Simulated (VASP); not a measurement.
Wanted: the native input for a VASP 6.6.1 run.

```yaml
Task: single point
Functional: PBEsol
Potentials_or_basis: VASP PAW PBE potentials, release 64 (Mg)
Cutoff: 520 eV
k_mesh: 8 × 8 × 8
Occupations: gaussian, width 0.1 eV
Spin: no spin polarisation
Dipole_correction: no
Further_INCAR_settings: ALGO = Fast; EDIFF = 1e-07; NBANDS = 7
```

The structure of Mg lies in POSCAR:

```
Mg
1.0
    0.0000000000      2.2442560000      2.2442560000
    2.2442560000      0.0000000000      2.2442560000
    2.2442560000      2.2442560000      0.0000000000
Mg
1
Direct
    0.0000000000      0.0000000000      0.0000000000
```

This isn't the form of Mg at room conditions, which is hcp.

One way to write it, as run:

INCAR

```
  PREC = Accurate
  ENCUT = 520
  EDIFF = 1E-7
  ISMEAR = 0
  SIGMA = 0.1
  LREAL = F
  LASPH = T
  NELM = 100
  ALGO = Fast
  ISIF = 2
  LWAVE = F
  LCHARG = T
  GGA = PS
  LELF = T
  LVHAR = T
  NBANDS = 7
```

KPOINTS

```
regular mesh
0
Gamma
  8 8 8
```

Potentials or basis: VASP PAW PBE potentials, release 64 (Mg).

Run with:

```sh
$ cat potpaw_PBE.64/Mg/POTCAR > POTCAR
$ mpirun -np 1 vasp_std > vasp.out
```

It gave:

- Pressure: 0.2 GPa
- Band gap on the k mesh: none (metal or under the smearing width)

Caveat: the PAW data sets were made with another functional, which shifts forces and pressure a little.

It took 7.2 s on 1 thread of Intel(R) Xeon(R) Platinum 8488C (Sapphire Rapids) (shared host), peak memory 0.13 GiB.
